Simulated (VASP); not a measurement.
## TiC: relaxation of cell and atoms with PBEsol

TiC:

```
Ti C
1.0
     3.04209    0.00000    0.00000
    -1.52104    2.63452    0.00000
     0.00000    0.00000    2.69797
Ti C
1 1
Cartesian
  0.0000 0.0000 1.3490
  0.0000 1.7564 0.0000
```

The cell was built by a generator and needn't be a form met in nature.

| Quantity | Value |
| --- | --- |
| Program | VASP 6.6.1 |
| Task | relaxation of cell and atoms |
| Functional | PBEsol |
| Potentials or basis | VASP PAW PBE potentials, release 64 (Ti_sv, C) |
| Cutoff | 600 eV |
| k mesh | 10 × 10 × 10 |
| Occupations | fermi-dirac, width 0.05 eV |
| Spin | no spin polarisation |
| Further INCAR settings | ALGO = Fast; EDIFF = 1e-07; IBRION = 2; EDIFFG = -0.02; NSW = 40; ISIF = 3 |

The relaxed volume is 10.53 Å³/atom and the relaxed cell is a = 3.015 Å, b = 3.015 Å, c = 2.675 Å, α = 90.00°, β = 90.00°, γ = 120.00°. The space group after relaxing (to 0.05 Å) is P-6m2 (No. 187), the energy gained by relaxing is 5.7 meV/atom and the ionic steps are 5. The pressure after relaxing is -0.1 GPa. The band gap on the k mesh is none (metal or under the smearing width).

Stress tensor (GPa, compression positive):
```
-0.23  0.00  0.00
 0.00 -0.23  0.00
 0.00  0.00  0.10
```

The path:
```
step  energy change (eV)  largest force (eV/Å)  pressure (GPa)  volume (Å³)
   1              0.0000                0.0001           -5.98        21.62
   2              0.0049                0.0000            7.93        20.38
   3             -0.0114                0.0001            0.00        21.05
   4             -0.0114                0.0001           -0.10        21.06
   5             -0.0114                0.0000           -0.12        21.05
```

Final structure:
```cif
data_structure
_symmetry_space_group_name_H-M 'P 1'
_symmetry_Int_Tables_number 1
_cell_length_a 3.0147
_cell_length_b 3.0147
_cell_length_c 2.6746
_cell_angle_alpha 90.000
_cell_angle_beta 90.000
_cell_angle_gamma 120.000
_cell_volume 21.05
loop_
_atom_site_label
_atom_site_type_symbol
_atom_site_fract_x
_atom_site_fract_y
_atom_site_fract_z
_atom_site_occupancy
Ti1 Ti 0.00000 0.00000 0.50000 1
C1 C 0.33333 0.66667 0.00000 1
```

Levels at points of the mesh, in eV from the Fermi level:
| k point | band 5 | band 6 | band 7 | band 8 | band 9 | band 10 | band 11 | band 12 |
| --- | --- | --- | --- | --- | --- | --- | --- | --- |
| (0.00, 0.00, 0.00) | -12.09 | -1.63 | -1.63 | -1.03 | 2.39 | 3.49 | 3.49 | 5.90 |
| (0.50, 0.00, 0.00) | -9.58 | -4.97 | -0.82 | -0.30 | 0.27 | 3.17 | 3.62 | 3.90 |
| (0.50, 0.50, 0.00) | -9.58 | -4.97 | -0.82 | -0.30 | 0.27 | 3.17 | 3.62 | 3.90 |
| (0.00, 0.00, 0.50) | -8.80 | -5.73 | -0.50 | -0.50 | 1.17 | 1.17 | 4.88 | 4.88 |
| (0.50, 0.00, 0.50) | -8.80 | -4.10 | -2.58 | -2.28 | 1.50 | 3.44 | 4.54 | 5.86 |
| (0.50, 0.50, 0.50) | -8.80 | -4.10 | -2.58 | -2.28 | 1.50 | 3.44 | 4.54 | 5.86 |

It took 11 min on 1 thread of AMD EPYC 7R43 64-Core Processor (Zen 3) (shared host), peak memory 0.16 GiB.

Caveat: the PAW data sets were made with another functional, which shifts forces and pressure a little.
